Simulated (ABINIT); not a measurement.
# BN (P6_3mc): G0W0 in ABINIT against the screening cutoff in the self-energy, part 2 of 2

Aim: move the screening cutoff in the self-energy of a G0W0 run on BN (P6_3mc) over a wide range.

ABINIT 10.8.3; PBEsol and many-body steps on it, plane waves. Known limits of the many-body steps: not at the basis limit; coarse k mesh.

So far. Step 2 (Screening, 3×3×2 mesh, 45 bands, screening to 176.9 eV): Local fields lower ε∞ by 7 %. On a Γ-centred mesh this coarse the value itself is usually too large, while a short band sum pulls it down. Step 5 (2.3 Ha): The gap on the mesh goes from 5.04 eV to 6.50 eV, a correction of +1.46 eV.

The database entry behind the starting cell has ideal inner coordinates that were not refined, so it need not match the best structure at ambient conditions.

### Step 6. 3.2 Ha

Level of this step: G0W0 on PBEsol, plane waves, norm-conserving pseudopotentials (ABINIT).

Input file run.abi:

```
acell 3*1.0 Angstrom
rprim 
  2.536000000002 -0.000000000000 0.000000000000
  -1.268000000000 2.196240423999 0.000000000000
  0.000000000000 0.000000000000 4.199000000000
ntypat 2
znucl 5 7
natom 4
typat 1 1 2 2
xred 
  0.666666666667 0.333333333333 0.000000000000
  0.333333333333 0.666666666667 0.500000000000
  0.666666666667 0.333333333333 0.375000000000
  0.333333333333 0.666666666667 0.875000000000
pp_dirpath "pseudos"
pseudos "B.upf, N.upf"
ecut 36
ngkpt 3 3 2
nshiftk 1
shiftk 0 0 0
kptopt 1
chksymbreak 0
istwfk *1
occopt 1
irdwfk 1
optdriver 4
nband 45
gwcalctyp 0
ecutsigx 36
symsigma 1
nkptgw 2
kptgw 
  0.0000000000 0.0000000000 0.0000000000
  0.3333333333 0.3333333333 0.0000000000
bdgw 
  7 10
  7 11
ecuteps 3.2
irdscr 1
ppmodel 1
indata_prefix "in"
outdata_prefix "out"
tmpdata_prefix "tmp"
```

Launch:

```
> OMP_NUM_THREADS=1 mpirun -n 4 abinit run.abi > log
```

Output:

```text
.Version 10.8.3 of ABINIT. v10.8.2 released Aug 2026.

 Symmetries : space group P6_3 m c (#186); Bravais hP (primitive hexag.)
[... echo of the input left out ...]
== DATASET  1 ==================================================================
-   mpi_nproc: 4, omp_nthreads: 1 (-1 if OMP is not activated)

--- !DatasetInfo
iteration_state: {dtset: 1, }
dimensions: {natom: 4, nkpt: 6, mband: 45, nsppol: 1, nspinor: 1, nspden: 1, mpw: 1677, }
cutoff_energies: {ecut:  36.0, pawecutdg:  -1.0, }
[...]
Band     E0 <VxcDFT>   SigX SigC(E0)      Z dSigC/dE  Sig(E)    E-E0       E
[...]
10  22.069 -15.753  -7.525  -5.429   0.830  -0.205 -13.429   2.324  24.393
       11  22.069 -15.753  -7.525  -5.429   0.830  -0.205 -13.429   2.324  24.393

== END DATASET(S) ==============================================================
================================================================================

 -outvars: echo values of variables after computation  --------
           etotal      0.0000000000E+00
            nband          45
             nkpt           6
          spgroup         186
 [... the other variables as echoed above ...]

 Calculation completed.
```

The job ended after 3.3 s (4 MPI ranks of Arm Neoverse N1, shared host; peak memory 0.29 GiB; 13 s of CPU time).

Numbers from this step:

| Item | Value |
| --- | --- |
| G0W0 gap on the points computed | 6.436 eV |
| starting gap on the mesh | 5.041 eV |
| k of the valence top | 0, 0, 0 |
| k of the conduction bottom | 0.3333, 0.3333, 0 |
| least direct G0W0 gap on the computed points | 10.37 eV |

Against the run before, the gap moves by −0.065 eV.

### Step 7. 4.9 Ha

run.abi: that of step 6 with these lines changed.

```diff
@@ -37,3 +37,3 @@
   7 11
-ecuteps 3.2
+ecuteps 4.9
 irdscr 1
```

Output:

```text
.Version 10.8.3 of ABINIT. v10.8.2 released Aug 2026.

 Symmetries : space group P6_3 m c (#186); Bravais hP (primitive hexag.)
[... echo of the input left out ...]
== DATASET  1 ==================================================================
-   mpi_nproc: 4, omp_nthreads: 1 (-1 if OMP is not activated)

--- !DatasetInfo
iteration_state: {dtset: 1, }
dimensions: {natom: 4, nkpt: 6, mband: 45, nsppol: 1, nspinor: 1, nspden: 1, mpw: 1677, }
cutoff_energies: {ecut:  36.0, pawecutdg:  -1.0, }
[...]
Band     E0 <VxcDFT>   SigX SigC(E0)      Z dSigC/dE  Sig(E)    E-E0       E
[...]
10  22.069 -15.753  -7.525  -5.644   0.823  -0.215 -13.626   2.126  24.195
       11  22.069 -15.753  -7.525  -5.644   0.823  -0.215 -13.627   2.127  24.196

== END DATASET(S) ==============================================================
================================================================================

 -outvars: echo values of variables after computation  --------
           etotal      0.0000000000E+00
            nband          45
             nkpt           6
          spgroup         186
 [... the other variables as echoed above ...]

 Calculation completed.
```

The job ended after 3.7 s (4 MPI ranks; peak memory 0.27 GiB).

This step gave:

* G0W0 gap on the points computed: 6.564 eV
* starting gap on the mesh: 5.041 eV
* k of the valence top: 0, 0, 0
* k of the conduction bottom: 0.3333, 0.3333, 0
* least direct G0W0 gap on the computed points: 10.43 eV

Against the run before, the gap moves by +0.128 eV.

### Step 8. 6.5 Ha

run.abi: that of step 7 with these lines changed.

```diff
@@ -37,3 +37,3 @@
   7 11
-ecuteps 4.9
+ecuteps 6.5
 irdscr 1
```

Output:

```text
.Version 10.8.3 of ABINIT. v10.8.2 released Aug 2026.

 Symmetries : space group P6_3 m c (#186); Bravais hP (primitive hexag.)
[... echo of the input left out ...]
== DATASET  1 ==================================================================
-   mpi_nproc: 4, omp_nthreads: 1 (-1 if OMP is not activated)

--- !DatasetInfo
iteration_state: {dtset: 1, }
dimensions: {natom: 4, nkpt: 6, mband: 45, nsppol: 1, nspinor: 1, nspden: 1, mpw: 1677, }
cutoff_energies: {ecut:  36.0, pawecutdg:  -1.0, }
[...]
Band     E0 <VxcDFT>   SigX SigC(E0)      Z dSigC/dE  Sig(E)    E-E0       E
[...]
10  22.069 -15.753  -7.525  -5.657   0.821  -0.217 -13.641   2.112  24.181
       11  22.069 -15.753  -7.525  -5.657   0.821  -0.217 -13.641   2.112  24.181

== END DATASET(S) ==============================================================
================================================================================

 -outvars: echo values of variables after computation  --------
           etotal      0.0000000000E+00
            nband          45
             nkpt           6
          spgroup         186
 [... the other variables as echoed above ...]

 Calculation completed.
```

Elapsed: 4.3 s, on 4 MPI ranks; peak memory 0.29 GiB; 17 s of CPU time.

Numbers from this step:

```yaml
g0w0_gap_on_the_points_computed: 6.598 eV
starting_gap_on_the_mesh: 5.041 eV
k_of_the_valence_top: 0, 0, 0
k_of_the_conduction_bottom: 0.3333, 0.3333, 0
least_direct_g0w0_gap_on_the_computed_points: 10.45 eV
```

Against the run before, the gap moves by +0.034 eV.

### Step 9. Side by side

Times are wall times on 4 MPI ranks of Arm Neoverse N1, shared host, good to a factor of about two. A run's time includes the screening step that it read.

```csv
run,mesh,bands,screening cutoff (eV),DFT gap (eV),gap on the mesh (eV),direct (eV),ε∞ used,time
0.7 Ha,3×3×2,45,19,5.041,7.326,11.452,5.10,7.4 s
1.3 Ha,3×3×2,45,35.4,5.041,6.895,10.972,5.10,7.5 s
2.3 Ha,3×3×2,45,62.6,5.041,6.501,10.542,5.10,7.6 s
3.2 Ha,3×3×2,45,87.1,5.041,6.436,10.369,5.10,7.6 s
4.9 Ha,3×3×2,45,133.3,5.041,6.564,10.427,5.10,8 s
6.5 Ha,3×3×2,45,176.9,5.041,6.598,10.451,5.10,8.6 s
```

### Step 10. What came out

| Quantity | Value |
| --- | --- |
| 0.7 Ha | 7.326 eV |
| 1.3 Ha | 6.895 eV |
| 2.3 Ha | 6.501 eV |
| 3.2 Ha | 6.436 eV |
| 4.9 Ha | 6.564 eV |
| 6.5 Ha | 6.598 eV |
| known limits | not at the basis limit; coarse k mesh |

What this shows: The setting moved: screening cutoff in the self-energy. From 0.7 Ha to 6.5 Ha the gap moves by −0.73 eV, not steadily: it passes through 6.44 eV. The last step still moves it by +0.034 eV. Bands and screening cutoff are coupled, so a series along one setting does not show full convergence. Bands and cutoff are finite, so the gap is not at the basis limit. The miss can reach some tenths of an eV and take either sign; the mesh is an error of its own. In the G0W0 runs levels were corrected at 2 k points alone, so a gap called «on the mesh» is the least over those, and an edge elsewhere would be missed. The 3×3×2 mesh is coarse for this cell, which bears on the long-range parts of exchange and screening.

[Paths, hosts, dates, memory and timing lines, banners, echoed tables and standing remarks are left out of the program output.]

[Logs are printed without paths, hosts, clocks, repeated set-up lines and the standing remarks that a program may print on its own settings, such as how far it seeks lower states.]

[Runs of the session that timed out or met a known fault of the program may be left out.]

[Hosts, paths, dates, database ids (printed as entryN), source tags and the programs' standing remarks are cut or masked in the printed files.]

[G0W0 gaps are taken among the corrected bands and points alone; a level outside them can change the order at an edge.]

[Where Ansatz stands beside ABINIT at settings called matched, ABINIT's density can come from a denser mesh and the files from another edition; pairs whose starting gaps differed by over 0.03 eV were left out, so agreement reads better than it is.]
